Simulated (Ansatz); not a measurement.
Sc:

```
CELL_PARAMETERS angstrom
3.30900 0.00000 0.00000
-1.65450 2.86568 0.00000
0.00000 0.00000 5.27330
ATOMIC_POSITIONS crystal
Sc 0.66667 0.33333 0.75000
Sc 0.33333 0.66667 0.25000
```

Base run:

```yaml
Program: Ansatz 0.2.0
Functional: PBEsol
Potentials_or_basis: all-electron LAPW, scalar-relativistic
Cutoff: 167 eV (chosen from the basis error)
Basis_error_allowed: 0.001 eV/atom
k_mesh: 9 × 9 × 5
Occupations: gaussian, width 0.02 eV
Spin: no spin polarisation
```

Its results: band gap on the k mesh none (metal or under the smearing width); pressure -2.8 GPa.

Q: The run is repeated on the same cell with these changes: functional from PBEsol to PBE; occupations from gaussian, width 0.02 eV to gaussian, width 0.1 eV. What comes out?

A: Band gap on the k mesh none (metal or under the smearing width); pressure -0.7 GPa.
